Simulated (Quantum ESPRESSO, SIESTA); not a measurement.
# Deformation of the band gap of polar orthorhombic HfO2 under biaxial strain, QE, PBE

Calculated with Quantum ESPRESSO 7.5: PBE; plane waves, GBRV 1.5 ultrasoft, 50/300 Ry; k-mesh 4×5×4. The first two cell vectors are strained alike from typed lattice constants; the third vector's length and the atoms are relaxed. The gap is that between the highest filled and lowest empty Kohn-Sham level on the mesh.

| in-plane strain (%) | gap on the mesh (eV) |
| --- | --- |
| -4 | 4.341 |
| -3 | ? |
| -2 | 4.43 |
| -1 | 4.443 |
| 0 | 4.454 |
| +1 | 4.45 |
| +2 | 4.499 |
| +3 | 4.568 |

**Question.** Fit a second-order form in the logarithmic strain to the rows given and interpolate to the withheld row.

**Working.**

With u = ln[(1 + ε)/(1 + ε0)], counted from the row at ε0 = +0 % where y0 = 4.454, a second-order form y = y0 + a u + b u² makes v = (y − y0)/u a line in u.

```
         u          v
-0.0408220    2.76812
-0.0202027    1.18796
-0.0100503    1.09449
0.00995033  -0.401997
 0.0198026    2.27243
 0.0295588    3.85672
```

With n = 6: mean u = -0.00196055, mean v = 1.79629, Σ(u − ū)² = 0.0035174, Σ(u − ū)(v − v̄) = 0.028130. Slope b = 0.028130 / 0.0035174 = 7.9974; intercept a = v̄ − b ū = 1.8120.

At the withheld row u = -0.03046, v = a + b u = 1.568, and y = y0 + u v.

Prediction at -3: 4.406 eV. The run gave 4.43 eV, so the fit is low by 0.024 eV (0.54 % of the value).

The first-order term, +1.81 eV per unit of ln(1 + ε), is the slope of the fitted parabola at ε0; it is a deformation potential only where one valley holds the gap over the whole range, and a kink or a flat stretch in the table makes it differ from the local slope. The second-order term makes up 16 % of v at the withheld row. Among the rows given, the largest miss of the fit is at +3, by 0.053 eV (24 % of the range of the table).

Limits: The nuclei are static. The DFT runs use Fermi–Dirac occupations of width 0.01 eV, and energies are free energies. The mesh holds the band edges only if they lie on it, and semilocal functionals put gaps under measured ones. The rows don't follow a smooth parabola (r.m.s. departure 11.0 % of their range), so v is no line in u and the first-order term is poorly fixed; a kink, the k-mesh or scatter of the relaxations can each do this.

[Logs are printed without paths, hosts, clocks, repeated set-up lines and the standing remarks that a program may print on its own settings, such as how far it seeks lower states.]

[Hosts, paths, dates, database ids (printed as entryN), source tags and the programs' standing remarks are cut or masked in the printed files.]
